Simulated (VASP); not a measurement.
**Ti under changes of volume**

One of the cells (17.065 Å³/atom); the others are scaled copies at fixed shape and fractional positions:

```
Ti
1.0
     0.00000    2.04344    2.04344
     2.04344    0.00000    2.04344
     2.04344    2.04344    0.00000
Ti
1
Direct
  0.00000 0.00000 0.00000
```

This isn't the form of Ti at room conditions, which is hcp.

| Property | Result |
| --- | --- |
| Program | VASP 6.6.1 |
| Functional | PBE |
| Potentials or basis | VASP PAW PBE potentials, release 64 (Ti_sv) |
| Cutoff | 520 eV |
| k mesh | 11 × 11 × 11 |
| Occupations | fermi-dirac, width 0.05 eV |
| Spin | no spin polarisation |

```csv
volume (Å³/atom),energy over the lowest point (meV/atom),pressure (GPa)
15.727,?,?
16.062,32.28,9.1
16.396,16.53,6.3
17.065,0.85,1.6
17.400,0.00,-0.5
17.735,3.29,-2.4
```

Problem. What does the run at 15.727 Å³/atom give?

Solution. Energy over the lowest point 54.02 meV/atom; pressure 12.1 GPa.

Worked out: A Birch-Murnaghan fit of order 3 (a polynomial in V^(-2/3)) to the other rows has its minimum at 17.30 Å³/atom with B0 = V·E''(V) = 105 GPa and B' = 3.8. It gives 54.08 meV/atom at 15.727 Å³/atom, against the run's 54.02, and -dE/dV = 12.0 GPa, against 12.1.

Energies are extrapolated to zero smearing.
